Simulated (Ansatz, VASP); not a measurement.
## Two plane-wave programs on Ge

```
Ge
1.0
    -1.69140    1.69140    1.69140
     1.69140   -1.69140    1.69140
     1.69140    1.69140   -1.69140
Ge
1
Cartesian
  0.0000 0.0000 0.0000
```

Alike in both runs: functional PBE; k mesh 16 × 16 × 16; occupations fermi-dirac, width 0.08 eV; no spin polarisation.

Ansatz relaxed the structure, and its values are those at the end. VASP's run is a single point on that final structure, the one shown.

```csv
,VASP,Ansatz
version,VASP 6.6.1,Ansatz 0.2.0
potentials or method,"VASP PAW PBE potentials, release 64 (Ge_d)","PAW with Ansatz's default frozen-core files, scalar-relativistic"
plane-wave cutoff (eV),520,420
valence electrons in the cell,14,14
```

|  | VASP | Ansatz | Ansatz less VASP |
| --- | --- | --- | --- |
| pressure (GPa) | -0.1 | 0.0 | +0.08 |
